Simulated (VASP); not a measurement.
Crystal: Si2Mo.

```
Mo Si
1.0
     4.58547    0.00000    0.00000
    -2.29274    3.97113    0.00000
     0.00000    0.00000    6.57976
Mo Si
3 6
Direct
  0.50000 0.50000 0.83333
  0.00000 0.50000 0.16667
  0.50000 0.00000 0.50000
  0.16387 0.32775 0.50000
  0.67225 0.83613 0.16667
  0.83613 0.16387 0.83333
  0.83613 0.67225 0.50000
  0.32775 0.16387 0.16667
  0.16387 0.83613 0.83333
```

Measurements of this composition are mostly on another form, of space group No. 139.

```yaml
Program: VASP 6.6.1
Task: relaxation of cell and atoms
Functional: LDA
Potentials_or_basis: VASP PAW LDA potentials, release 64 (Mo_sv, Si)
Cutoff: 600 eV
k_mesh: 6 × 6 × 4
Occupations: gaussian, width 0.02 eV
Spin: no spin polarisation
```

At the start: pressure -4.3 GPa; volume 13.31 Å³/atom.

How do energy, volume and symmetry change on relaxing?

Over 8 steps the energy falls by 3.7 meV/atom and the volume is 13.05 Å³/atom (-2.0 %); space group P6_222 (No. 180, to 0.05 Å).

The path:
| step | energy change (eV) | largest force (eV/Å) | pressure (GPa) | volume (Å³) |
| --- | --- | --- | --- | --- |
| 1 | 0.0000 | 0.0482 | -4.35 | 119.81 |
| 2 | 0.0604 | 0.0161 | 8.07 | 113.66 |
| 3 | -0.0328 | 0.0257 | -0.05 | 117.48 |
| 4 | -0.0328 | 0.0252 | 0.02 | 117.43 |
| 5 | -0.0329 | 0.0082 | 0.05 | 117.43 |
| 6 | -0.0329 | 0.0019 | 0.05 | 117.43 |
| 7 | -0.0329 | 0.0011 | -0.07 | 117.49 |
| 8 | -0.0329 | 0.0005 | -0.03 | 117.46 |

Final structure:
```
CELL_PARAMETERS angstrom
4.55480 0.00000 0.00000
-2.27740 3.94457 0.00000
0.00000 0.00000 6.53759
ATOMIC_POSITIONS crystal
Mo 0.50000 0.50000 0.83333
Mo 0.00000 0.50000 0.16667
Mo 0.50000 0.00000 0.50000
Si 0.16418 0.32836 0.50000
Si 0.67164 0.83582 0.16667
Si 0.83582 0.16418 0.83333
Si 0.83582 0.67164 0.50000
Si 0.32836 0.16418 0.16667
Si 0.16418 0.83582 0.83333
```
